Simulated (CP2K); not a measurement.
Crystal: Cu2O (Cuprite).

```xyz
6
Lattice="4.2600 0.0000 0.0000 0.0000 4.2600 0.0000 0.0000 0.0000 4.2600" Properties=species:S:1:pos:R:3 pbc="T T T"
Cu    3.1950    1.0650    3.1950
Cu    3.1950    3.1950    1.0650
Cu    1.0650    3.1950    3.1950
Cu    1.0650    1.0650    1.0650
O     2.1300    2.1300    2.1300
O     0.0000    0.0000    0.0000
```

Program: CP2K 2026.2. Alike in all runs: task band structure; no spin polarisation; cell as given; k mesh 6 × 6 × 6.

Q: Order these runs on this cell by their pressure, lowest first.
A. level PBE; potentials or basis POTENTIAL_UZH Cu GTH-PBE-q11, O GTH-PBE-q6; TZVP-MOLOPT-PBE-GTH basis; smearing fermi-dirac 0.1 eV; points a segment of the path (NPOINTS) 10; bands added on the path 4; CUTOFF of the grids 600 Ry
B. level r2SCAN; potentials or basis POTENTIAL_UZH Cu GTH-SCAN-q11, O GTH-SCAN-q6; TZVP-MOLOPT-SCAN-GTH basis; smearing fermi-dirac 0.01 eV; points a segment of the path (NPOINTS) 6; bands added on the path 6; CUTOFF of the grids 850 Ry
C. level LDA; potentials or basis GTH_POTENTIALS Cu GTH-PADE-q11, O GTH-PADE-q6; TZVP-MOLOPT-PBE-GTH basis; smearing fermi-dirac 0.05 eV; points a segment of the path (NPOINTS) 10; bands added on the path 2; CUTOFF of the grids 600 Ry

A: C (-5.8 GPa), B (-1.2 GPa), A (5.2 GPa).

Caveats: the basis of atomic orbitals isn't converged, which shifts pressures, moduli and gaps.
